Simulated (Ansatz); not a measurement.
**KF, one cell by several methods**

```yaml
crystal:
  lattice:
    - [0.00000, 2.72697, 2.67350]
    - [2.72697, 0.00000, 2.67350]
    - [2.72697, 2.72697, 0.00000]
  atoms:
    - { symbol: K, position: [0.00000, 0.00000, 0.00000] }
    - { symbol: F, position: [0.50000, 0.50000, 0.50000] }
```

Atoms are numbered in the order listed.

Conventional cell: a = 3.857 Å, b = 3.857 Å, c = 5.347 Å, α = 90.00°, β = 90.00°, γ = 90.00°. K (atom 1) is surrounded by 6 F at 2.67 to 2.73 Å. Around F (atom 2) lie 6 K at 2.67 to 2.73 Å.

The cell is COD entry 9008652, as deposited and not checked against the literature; nothing was relaxed. The listed cell was then made from it by scaling, straining or moving an atom.

Methods: DFT, PBEsol, PAW with Ansatz's default frozen-core files, scalar-relativistic (Ansatz 0.2.0); DFT, PBEsol, all-electron PAW with datasets made for the crystal, scalar-relativistic (Ansatz 0.2.0); DFT, PBEsol, all-electron LAPW, scalar-relativistic (Ansatz 0.2.0).

For PAW: a Γ-centred 9×9×9 k mesh, Fermi–Dirac smearing of 0.01 eV, cutoff 420 eV, no spin polarisation; the PAW files were made with PBE, and the program remakes their frozen cores for this functional. The crystal-made all-electron datasets (AE datasets) take a cutoff of 260 eV at this cell. LAPW targets a basis error of 1 meV/atom. The Ansatz runs share mesh, smearing and spin set-up. Plane-wave (PAW) pressures include the program's estimate of the Pulay term.

Stress and pressure are positive in compression.

The change that made this cell: equal xx and yy strain of +2 %.

| quantity | PAW | AE datasets | LAPW |
| --- | --- | --- | --- |
| pressure (GPa) | -1.74 | -1.74 | -1.74 |
| stress xx (GPa) | -2.00 | -2.00 | -2.00 |
| stress zz (GPa) | -1.24 | -1.24 | -1.24 |
| field gradient Vzz at K1 (10²¹ V/m²) | -0.49 | -0.48 | – |
| field gradient Vzz at F2 (10²¹ V/m²) | -0.21 | -0.21 | – |

PAW's pressure differs from the LAPW value by about 0.01 GPa or less.
